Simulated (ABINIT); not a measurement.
CdS:

```
Cd S
1.0
     0.00000    2.75324    2.75324
     2.75324    0.00000    2.75324
     2.75324    2.75324    0.00000
Cd S
1 1
Cartesian
  0.0000 0.0000 0.0000
  2.7532 2.7532 2.7532
```

Measurements of this composition are mostly on another form, of space group No. 186.

Base run:

* Program: ABINIT 10.8.3 (patched build)
* Functional: PBEsol
* Potentials or basis: JTH PAW PBE v2.0
* Cutoff: 599 eV
* k mesh: 8 × 8 × 8
* Occupations: fermi-dirac, width 0.05 eV
* Spin: no spin polarisation

Its results: band gap on the k mesh 0.12 eV, indirect (least direct gap 1.43 eV); pressure -4.3 GPa.

**Question.** The run is repeated on the same cell with these changes: functional from PBEsol to LDA; potentials or basis from JTH PAW PBE v2.0 to JTH PAW LDA v2.0. What comes out?

**Answer.** Band gap on the k mesh none (metal or under the smearing width); pressure -6.8 GPa.

Caveats: the PAW data sets were made with another functional, which shifts forces and pressure a little (some runs).
